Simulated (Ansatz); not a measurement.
Here is an Ansatz 0.2.0 calculation.

Contents of input.yaml:

```yaml
crystal:
  lattice:
    - [0.0, 2.6653077913, 2.6653077913]
    - [2.6653077913, 0.0, 2.6653077913]
    - [2.6653077913, 2.6653077913, 0.0]
  atoms:
    - { symbol: Co, position: [0.0, 0.0, 0.0], spin: 2.0 }
    - { symbol: Co, position: [0.5, 0.5, 0.5], spin: -1.0 }
    - { symbol: Si, position: [0.25, 0.25, 0.25] }
    - { symbol: Si, position: [0.75, 0.75, 0.75] }
kpoints:
  mp_grid: { grid: [9, 9, 9] }
scf:
  occupations: { method: gaussian, width: 0.01 }
hamiltonian:
  xc: rpbe
  pseudopotentials: { kind: all_electron, lapw: { basis_error: 0.002 } }
  hubbard:
    sites: [{ species: Co, l: d, u_eff: 6 }]
    double_counting: fll
    projectors: ortho-atomic
magnetization:
  spin_polarized: true
output:
  forces: true
  stress: true
  hubbard: {}
relax:
  f_tol: 0.02
  max_steps: 60
  cell: {}
```

Potentials or basis: all-electron LAPW, scalar-relativistic.

Run with:

```sh
$ ansatz run input.yaml --threads 4 --pin off --max-ram 12288MiB --backend cpu --events-out ev --progress --plain --runs-dir out
```

**Question.** Estimate the space group after relaxing (to 0.05 Å).

**Answer.** Pm-3m (No. 221).

**Question.** Predict the relaxed volume.

**Answer.** 11.53 Å³/atom.

**Question.** Predict the band gap on the k mesh.

**Answer.** None (metal or under the smearing width).

**Question.** Predict the net moment.

**Answer.** 1.96 μB per cell.

Step by step:
| step | energy change (eV) | largest force (eV/Å) | volume (Å³) |
| --- | --- | --- | --- |
| 1 | 0.0000 | 0.0000 | 37.87 |
| 2 | -0.5902 | 0.0000 | 40.69 |
| 3 | -0.8335 | 0.0000 | 43.65 |
| 4 | -0.8545 | 0.0000 | 44.99 |
| 5 | -0.9036 | 0.0000 | 44.99 |
| 6 | -0.9160 | 0.0000 | 46.05 |
| 7 | -0.9160 | 0.0000 | 46.14 |
| 8 | -0.9160 | 0.0000 | 46.14 |
| 9 | -0.9160 | 0.0000 | 46.14 |

Caveat: the k mesh is thin for a metal, which can move the energy by tens of meV per atom; the magnetic state may not be the lowest; the electronic state changed during the relaxation; the volume moved by over 15 % at a fixed basis, so the end points are rough; the U is typed as a test and isn't derived for this compound; the starting moments weren't kept. The state reached can hang on the start; a lower one may exist.
